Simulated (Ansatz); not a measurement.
## Equation of state of K2S

```yaml
crystal:
  lattice:
    - [0.00000, 3.73133, 3.73133]
    - [3.73133, 0.00000, 3.73133]
    - [3.73133, 3.73133, 0.00000]
  atoms:
    - { symbol: S, position: [0.00000, 0.00000, 0.00000] }
    - { symbol: K, position: [0.25000, 0.25000, 0.25000] }
    - { symbol: K, position: [0.75000, 0.75000, 0.75000] }
```

Conventional cell: a = 7.463 Å, b = 7.463 Å, c = 7.463 Å, α = 90.00°, β = 90.00°, γ = 90.00°. S (atom 1) is surrounded by 8 K at 3.23 Å. K (atom 2) is surrounded by 4 S at 3.23 Å.

The cell was built from the fluorite type and relaxed in the same program, and has space group Fm-3m; it needn't be a known or the stable phase.

Methods: DFT, PBE, all-electron LAPW, scalar-relativistic (Ansatz 0.2.0); DFT, PBE, PAW with Ansatz's default frozen-core files, scalar-relativistic (Ansatz 0.2.0).

For LAPW: a Γ-centred 10×10×10 k mesh, Fermi–Dirac smearing of 0.03 eV, basis error target 1 meV/atom, no spin polarisation. PAW takes a cutoff of 420 eV at this cell. The Ansatz runs share mesh, smearing and spin set-up. Plane-wave (PAW) pressures include the program's estimate of the Pulay term.

The cell above is scaled evenly, with fractional coordinates and shape held.

```
V/V(cell)  V (Å³/atom)  P, LAPW (GPa)  P, PAW (GPa)  gap on the k mesh, LAPW (eV)  free energy over the lowest listed, PAW (meV/atom)
   0.9405       32.573           1.28          1.28                          2.48                                                 7.8
   0.9800       33.941           0.39          0.39                          2.37                                                 0.8
   1.0000       34.634           0.00          0.00                          2.32                                                 0.0
   1.0200       35.326          -0.34         -0.35                          2.27                                                 0.8
   1.0600       36.712          -0.93         -0.94                          2.18                                                 6.4
```

What do Birch–Murnaghan fits to the pressures give?

LAPW: V0 = 34.64 Å³/atom, B0 = 18 GPa, B0′ = 4.4; PAW: V0 = 34.64 Å³/atom, B0 = 18 GPa, B0′ = 4.4.

PAW's V0 lies 0.00 % from the all-electron value and its B0 0.0 %. Symmetry fixes shape and coordinates here, so this is the relaxed modulus.
